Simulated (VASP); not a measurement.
# Settings for Re: self-consistent run

Re, Fm-3m (no. 225), 1 atom in the cell. PBE; PAW potentials Re (PBE set). VASP 6.6.1.

Wanted: energy within 0.2 meV/atom; Fermi level within 0.005 eV.

What the run is for: comparing ways to start; Accuracy asked: tight.

POSCAR:
```
Re
1.0
    0.0000000000      1.9750000000      1.9750000000
    1.9750000000      0.0000000000      1.9750000000
    1.9750000000      1.9750000000      0.0000000000
Re
1
Direct
    0.0000000000      0.0000000000      0.0000000000
```

## How the run starts (with a second run first, the time holds both)

| How the run starts (with a second run first, the time holds both) | Energy less reference (meV/atom) | Fermi level (eV) | Time (s) |
|---|---|---|---|
| from scratch: 14 SCF iterations | 0.00 | 7.5629 | 19 |
| density of a coarse mesh (ICHARG 1): 11 + 8 SCF iterations | 0.00 | 7.5628 | 16 |
| orbitals of a lower cutoff (ISTART 1): 11 + 5 SCF iterations | 0.00 | 7.5628 | 14 |
| orbitals of a loose run: 9 + 4 SCF iterations | 0.00 | 7.5632 | 13 |

Chosen: orbitals of a loose run: 9 + 4 SCF iterations, the fastest of those that stay within the tolerance.

## All choices together

| Input | Energy less reference (meV/atom) | Fermi level (eV) | Time (s) |
|---|---|---|---|
| chosen settings | 0.00 | 7.5632 | 13 |
| reference settings throughout | 0.00 | 7.5629 | 19 |

The tolerance is met.

## The input

INCAR.step1:
```
SYSTEM = Re
GGA = PE
ISMEAR = 1
SIGMA = 0.1
LWAVE = .TRUE.
LCHARG = .TRUE.
ISIF = 2
PREC = Normal
LASPH = .TRUE.
LREAL = .FALSE.
ALGO = Normal
EDIFF = 0.001
NELM = 120
GGA_COMPAT = .FALSE.
ENCUT = 400
```

INCAR.step2:
```
SYSTEM = Re
GGA = PE
ISMEAR = 1
SIGMA = 0.1
LWAVE = .FALSE.
LCHARG = .FALSE.
ISIF = 2
PREC = Accurate
LASPH = .TRUE.
LREAL = .FALSE.
ALGO = Normal
EDIFF = 1E-6
NELM = 120
GGA_COMPAT = .FALSE.
ENCUT = 400
ISTART = 1
```

KPOINTS:
```
k-points
0
Gamma
  14 14 14
```

Commands (each step's output is kept before the next begins):
```
cat potpaw_PBE.64/Re/POTCAR > POTCAR
cp INCAR.step1 INCAR
mpirun -np 1 vasp_std > vasp.out
cp INCAR.step2 INCAR
mpirun -np 1 vasp_std > vasp.out
```

The chosen input took VASP 6.6.1 13 s on 1 core (AMD EPYC 7R43 (Zen 3)), a shared host.

## An input that fails: restart asked without its files

VASP's message: ERROR: charge density could not be read from file CHGCAR for ICHARG>10.

Changes against the starting input:
```
- NELM = 120
+ NELM = 60
+ ICHARG = 11
```
